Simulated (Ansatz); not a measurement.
FeO, 2 atoms in the cell. The structure is tetragonal, space group I4/mmm (No. 139). Conventional cell: a = 3.204 Å, b = 3.204 Å, c = 4.167 Å, α = 90.00°, β = 90.00°, γ = 90.00°. Fe (site symmetry 4/mmm) is surrounded by 6 O at 2.08 to 2.27 Å. O (site symmetry 4/mmm) is surrounded by 6 Fe at 2.08 to 2.27 Å. The cell comes from a database or a generator and needn't be the stable form of this composition.

| Item | Value |
| --- | --- |
| Program | Ansatz 0.2.0 |
| Task | single point |
| Functional | PBE |
| Potentials or basis | Ansatz PAW |
| Cutoff | 420 eV (not typed: the program's choice for these potentials) |
| k mesh | 12 × 12 × 12 |
| Occupations | fermi-dirac, width 0.05 eV |
| Spin | collinear spin, ferromagnetic start |
| Starting moments | [4.5, 0.0] μB |

Potentials or basis: Ansatz PAW.

Command:

```console
$ ansatz run input.yaml --threads 2 --pin off --max-ram 5120MiB --backend cpu --events-out ev --progress --plain --runs-dir out
```

Hardware: 2 threads of Intel(R) Xeon(R) Processor @ 2.70GHz, with other jobs on the host.

**Question.** Estimate the wall time of this run.

**Answer.** It took 10 s on 2 threads of Intel(R) Xeon(R) Processor @ 2.70GHz, on a shared host, peak memory 0.43 GiB. Counts: scf iterations 12, plane waves 411, k points 163, bands 18.
